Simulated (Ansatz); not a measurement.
# FeO (I4/mmm) in Ansatz: settings compared, part 2 of 2

Ansatz 0.2.0. Earlier steps stand in the parts before.

### 4 Projected density of states, LDA+U, collinear spin, ferromagnetic start

File input.yaml:

```yaml
crystal:
  lattice:
    - [-1.602103413, 1.602103413, 2.08339225]
    - [1.602103413, -1.602103413, 2.08339225]
    - [1.602103413, 1.602103413, -2.08339225]
  atoms:
    - { symbol: Fe, position: [0.0, 0.0, 0.0], spin: 3.0 }
    - { symbol: O, position: [0.5, 0.5, 0.0] }
hamiltonian:
  xc: lda
  pseudopotentials: { kind: paw }
  hubbard: { sites: [{ species: Fe, l: d, u_eff: 2.0 }] }
magnetization:
  spin_polarized: true
kpoints:
  mp_grid: { grid: [12, 12, 12] }
scf:
  occupations: { method: fermi_dirac, width: 0.05 }
  n_extra_bands: 6
output:
  forces: true
  stress: true
  eigenvalues: true
  dos: { projected: true, de: 0.05, nscf_kmesh: { grid: [18, 18, 18] } }
```

Launch:

```
ansatz run input.yaml --threads 2 --pin off --max-ram 5632MiB --backend cpu --events-out ev --progress --plain --runs-dir out
```

Run time: 92 s. Hardware: 2 threads of Arm Neoverse V1, shared host; peak memory 1.2 GiB.

The run converged. Its results:

* Free energy: -4973.1013 eV
* Pressure: -17.1 GPa
* Band gap on the k mesh: none (metal or under the smearing width)
* Net moment: 4.00 μB per cell
* Absolute moment: 4.00 μB per cell
* Site moments: Fe +3.39; O +0.27 μB
* Density of states at the Fermi level: 0.21 states/eV per cell

Stress tensor (GPa, compression positive):
```
-17.24   0.00   0.00
  0.00 -18.46  -2.12
  0.00  -2.12 -15.49
```

Levels at points of the mesh, in eV from the Fermi level:
Spin up:
```tsv
k point	band 10	band 11	band 12	band 13	band 14	band 15	band 16	band 17
(0.00, 0.00, 0.00)	-3.86	-3.71	-3.40	-3.39	-0.13	14.95	16.24	16.30
(0.00, 0.00, -0.50)	-4.24	-3.93	-3.59	-3.10	4.68	7.91	10.69	13.52
(0.00, -0.50, 0.00)	-3.56	-3.05	-0.96	-0.48	3.73	7.86	11.04	12.90
(0.00, -0.50, -0.50)	-3.50	-3.15	-0.93	-0.50	3.70	7.87	10.88	13.04
(-0.50, 0.00, 0.00)	-3.95	-2.55	-1.08	-0.51	3.90	7.82	11.03	12.87
(-0.50, -0.50, -0.50)	-4.30	-3.78	-3.62	-3.37	4.80	8.87	9.79	13.12
```
Spin down:
| k point | band 5 | band 6 | band 7 | band 8 | band 9 | band 10 | band 11 | band 12 | band 13 | band 14 |
| --- | --- | --- | --- | --- | --- | --- | --- | --- | --- | --- |
| (0.00, 0.00, 0.00) | -19.38 | -3.21 | -2.88 | -2.87 | -1.21 | -0.10 | -0.08 | 0.22 | 0.87 | 1.40 |
| (0.00, 0.00, -0.50) | -18.28 | -6.43 | -4.29 | -3.72 | -1.56 | 0.40 | 1.02 | 1.59 | 1.68 | 5.94 |
| (0.00, -0.50, 0.00) | -18.27 | -7.45 | -4.76 | -4.54 | -0.17 | 1.09 | 1.30 | 2.87 | 3.22 | 4.37 |
| (0.00, -0.50, -0.50) | -18.27 | -7.39 | -4.80 | -4.45 | -0.30 | 1.08 | 1.28 | 2.94 | 3.21 | 4.36 |
| (-0.50, 0.00, 0.00) | -18.26 | -7.63 | -4.75 | -4.55 | 0.00 | 1.16 | 1.33 | 2.80 | 3.19 | 4.46 |
| (-0.50, -0.50, -0.50) | -18.13 | -6.27 | -4.24 | -4.24 | -2.16 | 1.02 | 1.17 | 1.59 | 1.75 | 6.03 |

States per cell in windows of 1 eV (zero at the Fermi level; states under -8 eV left out):
```tsv
from (eV)	up	down	Fe 3d down	Fe 3d up	O 2p down	O 2p up	Fe 4s up	Fe 4s down
-8.0	0.71	0.10	0.01	0.21	0.06	0.41	0.08	0.02
-7.0	1.63	0.75	0.07	0.86	0.55	0.73	0.01	0.10
-6.0	0.53	0.53	0.07	0.34	0.42	0.18	0.00	0.02
-5.0	1.34	1.37	0.25	1.18	1.09	0.13	0.00	0.01
-4.0	1.75	0.25	0.03	1.36	0.21	0.32	0.04	0.00
-3.0	1.11	0.00	0.00	0.62	0.00	0.44	0.02	0.00
-2.0	0.68	0.20	0.18	0.28	0.01	0.38	0.01	0.00
-1.0	0.12	0.81	0.73	0.05	0.06	0.07	0.00	0.00
0.0	0.01	1.28	1.19	0.00	0.05	0.00	0.01	0.02
1.0	0.03	1.80	1.60	0.00	0.11	0.01	0.02	0.03
2.0	0.06	0.93	0.71	0.00	0.17	0.02	0.03	0.03
3.0	0.14	0.09	0.02	0.00	0.02	0.03	0.07	0.03
4.0	0.26	0.16	0.01	0.00	0.03	0.04	0.13	0.06
5.0	0.30	0.24	0.02	0.00	0.04	0.03	0.17	0.10
6.0	0.19	0.31	0.01	0.00	0.03	0.02	0.10	0.17
7.0	0.47	0.18	0.00	0.00	0.02	0.05	0.16	0.09
```

Eigenvalues of the final occupation matrices:
| site | spin | trace | eigenvalues |
| --- | --- | --- | --- |
| site 1 | 1 | 4.98 | 0.99 1.00 1.00 1.00 1.00 |
| site 1 | 2 | 1.35 | 0.10 0.10 0.13 0.15 0.86 |

Caveat: the magnetic or orbital state may not be the lowest; the pressure holds a Pulay correction of +0.9 GPa for the finite cutoff; a cell with one magnetic atom can't hold antiferromagnetic order, which such compounds often take; the PAW data sets come from PBE, with cores solved anew for the run's functional, which leaves a small shift of forces and pressure; the density of states is complete only up to the lowest level of the last band computed. The state reached can hang on the start; a lower one may exist.

### 5 Projected density of states, LDA+U, collinear spin, ferromagnetic start

Changes to input.yaml since step 4:

```diff
@@ -11,3 +11,3 @@
   pseudopotentials: { kind: paw }
-  hubbard: { sites: [{ species: Fe, l: d, u_eff: 2.0 }] }
+  hubbard: { sites: [{ species: Fe, l: d, u_eff: 3.0 }] }
 magnetization:
```

Potentials or basis: Ansatz PAW.

Launch:

```
ansatz run input.yaml --threads 2 --pin off --max-ram 5632MiB --backend cpu --events-out ev --progress --plain --runs-dir out
```

Output:

```text
Warning: RAYON_NUM_THREADS=2 ignored (pool sized by the plan → 2); use --threads N
Fe: projections on atomic orbitals take those of the free atom [Ne] 3s2 3p6 3d6 4s2, of charge +0.00 (hamiltonian.pseudopotentials.projection_atoms); the dataset's partial waves leave at most 1.1e-6 of an orbital's norm unspanned inside its sphere
O: projections on atomic orbitals take those of the free atom [He] 2s2 2p4, of charge +0.00 (hamiltonian.pseudopotentials.projection_atoms); the dataset's partial waves leave at most 1.9e-8 of an orbital's norm unspanned inside its sphere
scf.n_extra_bands = 6 over 11 filled bands (N_el = 22.0): the run solves 17 bands
Engine: ansatz 0.2.0, aarch64-unknown-linux-gnu
Pseudopotentials: kind: paw
Pseudopotential: Fe, paw, valence charge 16, recommended cutoff 420 eV (normal), Fe.paw.azcp
Pseudopotential: O, paw, valence charge 6, recommended cutoff 420 eV (normal), O.paw.azcp
Functional definition: SPW92
  exchange = slater_x
  correlation = pw_c
Crystal: 2 atoms, lattice volume = 21.390 Å³
Basis set: ecut = 420 eV, 411 PW (Γ)
Bands: 17, of which v1, the nominal top of the filled ones, is band 11 counted from 1 (10 counted from 0)
Symmetry: 16 space group operations
Space group: I4/mmm (ITA 139), of the structure as read, at distance tolerance 2.8e-5 Å
Magnetic group: BNS 139.531 (UNI 1191), of the structure as read, at distance tolerance 2.8e-5 Å
k-points: 163 of 1728
Non-local potential: Fe, projectors of the file, l = 0: 3, l = 1: 2, l = 2: 3, l = 3: 1
Non-local potential: O, projectors of the file, l = 0: 2, l = 1: 2, l = 2: 1
PAW form: soft (Blöchl's): semilocal exchange-correlation on the pseudo side does not see the compensation charge
PAW frozen core: Fe, regenerated for the run's functional, and the local potential with it (the file was generated under x = pbe(κ = 0.804, μ = 0.2195149727645171), c = pbe(β = 0.06672455060314922))
PAW frozen core: O, regenerated for the run's functional, and the local potential with it (the file was generated under x = pbe(κ = 0.804, μ = 0.2195149727645171), c = pbe(β = 0.06672455060314922))
PAW one-centre angular grid: Fe, 590 points (default); XC on 64 Gauss nodes
PAW one-centre angular grid: O, 110 points (default); XC on 64 Gauss nodes
Initial density: superposition of atomic densities (chi_scale 0.1, normalization cell, long waves kept (reshape's long-wave potential 0.00 eV rms))
Starting moments: Σ|m| = 3 μB on 1 of 2 sites
Initial wavefunctions: pseudopotential atomic-orbital guess
Functional: x = slater, c = lda
SCF iter   1: F=—  HF=-4973.807103 eV  |F-HF|=—  |Δ(HF+E_count)|=         —  Δρ=1.84e-1 (↑1.32e-1 ↓1.84e-1)  dr2=2.03e1  dr2_m=1.56e-1  M=2.745 μB ∫|m|=2.745 μB  β_m=0.30  ethr=3.10e-3  ⟨swp⟩=4.4  Hψ=23071  notcnv=0
preconditioner: auto → none  [metal: Δε(μ)=0.001 eV  Ē_g=13.145 eV  σ=0.050 eV  W_gap=0.01  n_scr=8 (ndim 8)  ℏωp=30.0 eV  f_vac=0.000  D(μ)=4.59/eV (n_scr^D=80)  sad-step TF]
SCF iter   2: F=—  HF=-4972.147955 eV  |F-HF|=—  |Δ(HF+E_count)|=    1.66e0  Δρ=1.11e-1 (↑8.22e-2 ↓1.11e-1)  dr2=8.60e-1  dr2_m=1.54e0  M=4.001 μB ∫|m|=4.001 μB  β_m=1.00  ethr=3.10e-3  ⟨swp⟩=3.0  Hψ=15036  notcnv=0  defer=133
SCF iter   3: F=—  HF=-4971.909181 eV  |F-HF|=—  |Δ(HF+E_count)|=   2.39e-1  Δρ=2.22e-2 (↑2.22e-2 ↓2.19e-2)  dr2=1.94e-1  dr2_m=3.19e-3  M=4.003 μB ∫|m|=4.005 μB  β_m=1.00  ethr=3.10e-3  ⟨swp⟩=2.6  Hψ=11370  notcnv=0  defer=103
SCF iter   4: F=—  HF=-4972.229971 eV  |F-HF|=—  |Δ(HF+E_count)|=   3.21e-1  Δρ=8.88e-3 (↑6.51e-3 ↓8.88e-3)  dr2=1.11e-2  dr2_m=1.79e-3  M=4.001 μB ∫|m|=4.004 μB  β_m=0.30  ethr=8.84e-4  ⟨swp⟩=2.5  Hψ=10998  notcnv=0  defer=124
Mixer restart at iter 4: flushing history
spin-set hold released at iteration 4 (site moments contracting): the magnetisation degrees of freedom join the quasi-Newton model from the next iteration; the mixer history was flushed
SCF iter   5: F=—  HF=-4972.399280 eV  |F-HF|=—  |Δ(HF+E_count)|=   1.69e-1  Δρ=8.10e-3 (↑4.68e-3 ↓8.10e-3)  dr2=8.49e-3  dr2_m=2.29e-3  M=4.002 μB ∫|m|=4.005 μB  β_m=0.65  ethr=5.05e-5  ⟨swp⟩=2.0  Hψ=12004  notcnv=0  defer=129
[... 76 lines left out ...]
iter 1 solved again at ethr=7.07e-11 eV; its pass at ethr=3.10e-3 eV (dr2=1.56e-8 eV) is discarded
SCF iter   1: F=—  HF=-4972.873154 eV  |F-HF|=—  |Δ(HF+E_count)|=         —  Δρ=8.82e-6 (↑8.82e-6 ↓4.11e-6)  dr2=1.55e-8  dr2_m=1.90e-9  M=4.000 μB ∫|m|=4.001 μB  β_m=0.30  ethr=7.07e-11  ⟨swp⟩=1.3  Hψ=74395  notcnv=0
preconditioner: auto → none  [insulator: Δε(μ)=0.375 eV  Ē_g=13.671 eV  σ=0.050 eV  W_gap=0.88  n_scr=8 (ndim 8)  ℏωp=30.0 eV  f_vac=0.000  D(μ)=0.00/eV (n_scr^D=0)  ε∞_Penn≈5.8]
SCF iter   2: F=-4972.873154 eV  HF=-4972.873154 eV  |F-HF|=1.15e-9  |Δ(HF+E_count)|=   4.45e-9  Δρ=3.49e-6 (↑3.10e-6 ↓3.49e-6)  dr2=2.91e-9  dr2_m=1.28e-9  M=4.000 μB ∫|m|=4.001 μB  ethr=7.07e-11  ⟨swp⟩=3.6  Hψ=47325  notcnv=0
SCF 3 converged in 2 iterations: F = -4972.873154 eV  dr2 = 2.91e-9
Symmetry: 2 space group operations
k-points: 868 of 1728
iter 1 solved again at ethr=4.16e-11 eV; its pass at ethr=4.55e-6 eV (dr2=9.16e-9 eV) is discarded
SCF iter   1: F=—  HF=-4972.873154 eV  |F-HF|=—  |Δ(HF+E_count)|=         —  Δρ=3.49e-6 (↑3.10e-6 ↓3.49e-6)  dr2=2.91e-9  dr2_m=1.28e-9  M=4.000 μB ∫|m|=4.001 μB  ethr=4.16e-11  ⟨swp⟩=1.0  Hψ=287082  notcnv=0
SCF iter   2: F=—  HF=-4972.870127 eV  |F-HF|=—  |Δ(HF+E_count)|=   3.03e-3  Δρ=2.63e-3 (↑1.13e-3 ↓2.63e-3)  dr2=9.39e-4  dr2_m=1.36e-4  M=4.000 μB ∫|m|=4.001 μB  ethr=4.55e-6  ⟨swp⟩=1.0  Hψ=149916  notcnv=0
SCF iter   3: F=—  HF=-4972.873119 eV  |F-HF|=—  |Δ(HF+E_count)|=   2.99e-3  Δρ=2.66e-4 (↑5.76e-5 ↓2.66e-4)  dr2=5.68e-6  dr2_m=2.50e-6  M=4.000 μB ∫|m|=4.001 μB  ethr=4.55e-6  ⟨swp⟩=1.0  Hψ=69808  notcnv=0
SCF iter   4: F=-4972.873153 eV  HF=-4972.873153 eV  |F-HF|=1.97e-8  |Δ(HF+E_count)|=   3.37e-5  Δρ=1.71e-5 (↑7.58e-6 ↓1.71e-5)  dr2=2.53e-8  dr2_m=1.54e-8  M=4.000 μB ∫|m|=4.001 μB  ethr=4.55e-10  ⟨swp⟩=2.0  Hψ=80322  notcnv=0
SCF 4 converged in 4 iterations: F = -4972.873153 eV  dr2 = 2.53e-8
an SCF along what the orbitals of the run's state read of its open shells (or to have them read: on a GPU, or by another smearing), with 14 of the crystal's symmetry operations given up (868 k-points in place of 163), reached no lower state that the run goes on to. This is no proof of a minimum
NSCF: frozen V_eff on 1550 k-points
SCF converged after 2 iterations
Stability not told: the lowest value that the SCF's own minimisation read on its close, 9.1e-2 (residual 7.1e-4), is positive but too near zero to vouch for directions that it does not look along: no lower mode is shown, and none is ruled out
Magnetization: 4.0001 μB (13.0001 up, 8.9999 down)
Absolute magnetization: 4.0012 μB (∫|ρ↑−ρ↓|, with the PAW one-centre terms)
Spin contamination: 0.0059 ħ² per cell (⟨S²⟩ above its minimum at these occupations)
Per-site moments (μB) at R_I (Å): [(3.3946638175806636, 0.8593993031250001), (0.23839452344965822, 0.8593993031250001)]
Free energy (F): -4972.873154 eV
Harris-Foulkes:  -4972.873154 eV  (|F-HF|=1.15e-9)
Internal energy: -4972.873115 eV  (E = F + TS)
E sigma→0 (E₀):  -4972.873134 eV
Entropy (-TS):   -0.000038 eV (-0.019 meV/atom)
Fermi energy:    12.691676 eV
--- Per-component energies (eV) ---
  E_band       = -302.348875
  E_kinetic    = 512.044773
  E_local      = -2697.276172  (includes V_loc(G=0)·N_el)
  E_nonlocal   = 285.709712
  E_hartree    = 1092.924292
  E_xc         = -184.787263
  E_vxc        = -238.509543  (∫ρ·V_xc dr)
  E_hubbard    = 0.587999  (on-site DFT+U / exact-exchange correction)
  E_vhub       = -8.276399  (the Hubbard potential's part of the band-sum identity)
  E_paw        = -1457.525690  (= ΣΔE_a)
  E_vpaw       = -341.891802  (= ΣTr[D̂ρ^β])
  E_aug_tail   = 0.002958  (compensation charges beyond the density's cutoff)
  E_ewald      = -2525.052183
  E_core_change = 0.498457  (= ΣΔE_core)
  E_smearing   = -0.000038  (= −TS)
  E_closure    = 0.000000  (closes the sum)
  Σ components = -4972.873154   (vs F -4972.873154, Δ=0.00e0)
--- Forces (eV/Å), atoms counted from 1 ---
  atom   1  Fe     0.00000000     0.00000000     0.00000000
  atom   2  O      0.00000000     0.00000000     0.00000000
  max |Σ_I F_I| component: 0.00e0 eV/Å
--- Stress (GPa, compression-positive) ---
      -13.794859       0.000000       0.000000
        0.000000     -14.854918      -2.756912
        0.000000      -2.757017     -13.101955
  P = ⅓ Tr σ = -13.9172 GPa (-139.172 kbar)
--- Band table (eV; the first three rows and the last of 952) ---
  k-point 0 ↑: bands = ["-76.1085", "-43.3536", "-42.4956", "-41.6734", "-6.8997", "7.1393", "7.2316", "7.8703", "8.0769", "8.7191", "9.2609", "9.6188", "9.6266", "12.7927", "27.8424", "29.1126", "29.1750"]
  k-point 1 ↑: bands = ["-76.1081", "-43.3549", "-42.4972", "-41.6749", "-6.8237", "7.0428", "7.2031", "7.4817", "7.9740", "8.5907", "9.3169", "9.7399", "9.8047", "13.4138", "26.7085", "28.4966", "28.8180"]
  k-point 2 ↑: bands = ["-76.1073", "-43.3582", "-42.5016", "-41.6792", "-6.6233", "6.3883", "7.1187", "7.2012", "8.0052", "8.3968", "9.3745", "9.9214", "9.9542", "14.8061", "25.4721", "26.1513", "27.3981"]
  k-point 475 ↓: bands = ["-72.0706", "-39.0105", "-38.6465", "-38.2303", "-5.1413", "6.6605", "8.7177", "8.7234", "10.2138", "14.3777", "14.5955", "14.8324", "15.2234", "18.9733", "22.4328", "24.0189", "27.0602"]
Occupation matrices written to <dir>
```

occupation_matrices:

```text
# The occupation matrices of the corrected shells as a run of Ansatz 0.0.0 ended. An entry of
# hamiltonian.hubbard.sites starts from them by `starting_ns: <path of this file>`, where that key's refused
# combinations let it.
# Free energy -4972.873154 eV.
# projection_atom_Fe: [Ne] 3s2 3p6 3d6 4s2
[... 20 lines left out ...]
      - [0.00037398827126912984, 0.0, 0.9986324340869914, -0.000758006566036214, 0.0]
      - [-2.3168374356260803e-5, 0.0, -0.000758006566036214, 0.9982412456677782, 0.0]
      - [0.0, 0.00016344144390150912, 0.0, 0.0, 0.9963508154779104]
  site0_d_down:
    matrix:
      - [0.14198761404859486, 0.0, 0.00028345856445613406, -0.008929731603936446, 0.0]
      - [0.0, 0.06475014382182223, 0.0, 0.0, 0.005764854840114407]
      - [0.00028345856445613406, 0.0, 0.3399504418208168, 0.4118411958863476, 0.0]
      - [-0.008929731603936446, 0.0, 0.4118411958863476, 0.672335721602589, 0.0]
      - [0.0, 0.005764854840114407, 0.0, 0.0, 0.09836394088086661]
```

Run time: 2.8 min. Hardware: 2 threads of Arm Neoverse V1, shared host; peak memory 2 GiB.

Results:

```
Free energy            : -4972.8732 eV
Pressure               : -13.9 GPa
Band gap on the k mesh : 0.37 eV, indirect (least direct gap 1.46 eV)
Net moment             : 4.00 μB per cell
Absolute moment        : 4.00 μB per cell
Site moments           : Fe +3.39; O +0.24 μB
```

Stress tensor (GPa, compression positive):
```
-13.79   0.00   0.00
  0.00 -14.85  -2.76
  0.00  -2.76 -13.10
```

States per cell in windows of 0.5 eV (zero at the valence-band top; states under -8 eV left out):
```
from (eV)    up  down  Fe 3d up  Fe 3d down  O 2p up  O 2p down  Fe 4s up  Fe 4s down
     -8.0  0.20  0.00      0.08        0.00     0.10       0.00      0.03        0.00
     -7.5  0.34  0.00      0.13        0.00     0.17       0.00      0.04        0.00
     -7.0  0.64  0.08      0.31        0.01     0.30       0.05      0.03        0.02
     -6.5  0.99  0.27      0.58        0.03     0.38       0.19      0.01        0.05
     -6.0  0.56  0.47      0.38        0.04     0.17       0.36      0.00        0.05
     -5.5  0.22  0.16      0.17        0.02     0.05       0.12      0.00        0.01
     -5.0  0.60  0.34      0.54        0.05     0.05       0.27      0.00        0.01
     -4.5  0.60  0.59      0.53        0.11     0.07       0.46      0.00        0.01
     -4.0  0.79  0.79      0.63        0.13     0.13       0.64      0.02        0.00
     -3.5  0.83  0.24      0.58        0.03     0.20       0.20      0.03        0.00
     -3.0  0.62  0.06      0.39        0.01     0.19       0.05      0.02        0.00
     -2.5  0.50  0.01      0.23        0.00     0.25       0.00      0.01        0.00
     -2.0  0.40  0.03      0.15        0.03     0.22       0.00      0.01        0.00
     -1.5  0.35  0.11      0.13        0.10     0.22       0.01      0.00        0.00
     -1.0  0.27  0.48      0.09        0.43     0.17       0.04      0.00        0.00
     -0.5  0.05  0.37      0.02        0.33     0.04       0.04      0.00        0.00
      0.0  0.00  0.00      0.00        0.00     0.00       0.00      0.00        0.00
      0.5  0.00  0.11      0.00        0.10     0.00       0.00      0.00        0.00
      1.0  0.01  0.41      0.00        0.37     0.00       0.02      0.00        0.01
      1.5  0.01  0.85      0.00        0.78     0.00       0.04      0.01        0.02
      2.0  0.02  1.10      0.00        1.00     0.00       0.06      0.01        0.02
      2.5  0.03  0.77      0.00        0.66     0.01       0.06      0.01        0.02
      3.0  0.04  0.55      0.00        0.43     0.01       0.08      0.02        0.02
      3.5  0.05  0.28      0.00        0.20     0.01       0.06      0.03        0.01
      4.0  0.09  0.04      0.00        0.01     0.02       0.01      0.04        0.02
      4.5  0.11  0.06      0.00        0.01     0.02       0.01      0.05        0.02
      5.0  0.14  0.09      0.00        0.01     0.02       0.02      0.08        0.03
      5.5  0.16  0.11      0.00        0.01     0.02       0.02      0.09        0.04
      6.0  0.14  0.13      0.00        0.01     0.01       0.02      0.07        0.05
      6.5  0.12  0.17      0.00        0.01     0.01       0.02      0.06        0.09
      7.0  0.07  0.15      0.00        0.00     0.01       0.01      0.04        0.08
      7.5  0.10  0.11      0.00        0.00     0.01       0.01      0.05        0.05
```

Eigenvalues of the final occupation matrices:
```tsv
site	spin	trace	eigenvalues
site 1	1	4.98	0.99 1.00 1.00 1.00 1.00
site 1	2	1.32	0.06 0.06 0.10 0.14 0.95
```

Caveat: the magnetic or orbital state may not be the lowest; the pressure holds a Pulay correction of +0.9 GPa for the finite cutoff; a cell with one magnetic atom can't hold antiferromagnetic order, which such compounds often take; the PAW data sets come from PBE, with cores solved anew for the run's functional, which leaves a small shift of forces and pressure; the density of states is complete only up to the lowest level of the last band computed. A k mesh can miss the band edges.

### 6 The runs side by side

```csv
level,U,hubbard projectors,double counting,gap on the mesh (eV),pressure (GPa),moment (μB)
LDA,-,-,-,none,-22.5,4.00
LDA+U,Fe d U = 1 eV,ortho-atomic (the default),fll (the default),none,-21.8,4.00
LDA+U,Fe d U = 2 eV,ortho-atomic (the default),fll (the default),none,-17.1,4.00
LDA+U,Fe d U = 3 eV,ortho-atomic (the default),fll (the default),0.37,-13.9,4.00
```

Alike in all rows: task projected density of states; potentials or basis Ansatz PAW; spin collinear, ferromagnetic start; cell as given; k mesh 12 × 12 × 12; cutoff (eV) 420; smearing fermi-dirac 0.05 eV.

On the cell as given the gap runs from zero (LDA) to 0.37 eV (LDA+U). The pressure there spans -22.5 GPa (LDA) to -13.9 GPa (LDA+U); a positive pressure means that this level wants a larger cell, a negative one a smaller.

Caveats: a cell with one magnetic atom can't hold antiferromagnetic order, which such compounds often take; the PAW data sets come from PBE, with cores solved anew for the run's functional, which leaves a small shift of forces and pressure; the density of states is complete only up to the lowest level of the last band computed; the magnetic or orbital state may not be the lowest (some runs); semilocal functionals often make such compounds metallic where correlation or magnetic order opens a gap, which also shifts bond lengths (some runs).

Total energies depend on the potentials used, so only differences within one code and one set of settings carry meaning.
